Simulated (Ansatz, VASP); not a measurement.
HfO2 in VASP and in Ansatz

The input INCAR:

```
PREC     = Accurate       # precision mode
ENCUT    = 520            # plane-wave cutoff, eV
EDIFF    = 1E-7           # SCF threshold, eV
ISMEAR   = 0              # smearing method
SIGMA    = 0.05           # smearing width, eV
LREAL    = F              # projectors in reciprocal space
LASPH    = T              # aspherical terms in the spheres
NELM     = 60             # most SCF steps
ALGO     = Normal         # electronic algorithm
ISIF     = 2              # what is computed and relaxed
LWAVE    = F              # write WAVECAR
LCHARG   = F              # write CHGCAR
GGA      = PS             # functional
NBANDS   = 18             # bands
```

The input KPOINTS:

```
regular mesh
0
Gamma
  8 8 8
```

The input POSCAR:

```
HfO2
1.0
    0.0000000000      2.5894065951      2.5220673956
    2.4885238992      0.0000000000      2.5220673956
    2.4885238992      2.5894065951      0.0000000000
Hf O
1 2
Direct
    0.0000000000      0.0000000000      0.0000000000
    0.2500000000      0.2500000000      0.2500000000
    0.7500000000      0.7500000000      0.7500000000
```

Input for Ansatz:

```yaml
crystal:
  lattice:
    - [0.0, 2.5894065951, 2.5220673956]
    - [2.4885238992, 0.0, 2.5220673956]
    - [2.4885238992, 2.5894065951, 0.0]
  atoms:
    - { symbol: Hf, position: [0.0, 0.0, 0.0] }
    - { symbol: O, position: [0.25, 0.25, 0.25] }
    - { symbol: O, position: [0.75, 0.75, 0.75] }
basis:
  ecutwfc: 520.0
kpoints:
  mp_grid: { grid: [8, 8, 8] }
hamiltonian:
  xc: pbesol
  pseudopotentials: { kind: paw, azcp: { folder: soft_1 } }
scf:
  occupations: { method: gaussian, width: 0.05 }
output:
  forces: true
  stress: true
  eigenvalues: true
```

Change from the starting cell: normal strain along x -0.0133, normal strain along y +0.0267.

Alike in both runs: task single point; functional PBEsol; k mesh 8 × 8 × 8; occupations gaussian, width 0.05 eV; no spin polarisation.

|  | VASP | Ansatz |
| --- | --- | --- |
| version | VASP 6.6.1 | Ansatz 0.2.0 |
| potentials or method | VASP PAW PBE potentials, release 64 (Hf_pv, O) | scalar-relativistic, plane waves, PAW |
| plane-wave cutoff (eV) | 520 | 520 |
| valence electrons in the cell | 22 | 38 |

VASP gave:

| Item | Value |
| --- | --- |
| gap on the k mesh at the Fermi level (eV) | 3.33 |
| least direct gap on the mesh (eV) | 3.43 |
| pressure (GPa) | -6.9 |
| largest component of the traceless stress (GPa) | 10.37 |

Problem. What did Ansatz give for the same quantities?

Solution. gap on the k mesh at the Fermi level (eV): 3.33; least direct gap on the mesh (eV): 3.42; pressure (GPa): -3.3; largest component of the traceless stress (GPa): 10.19.

The two sets of potentials don't hold the same shells in valence. Ansatz warned: «pseudo_functional_mismatch».

Caveats: the PAW data sets were made with another functional, which shifts forces and pressure a little (VASP); spin-orbit coupling is left out, which moves the levels of the heavy elements. A k mesh can miss the band edges.
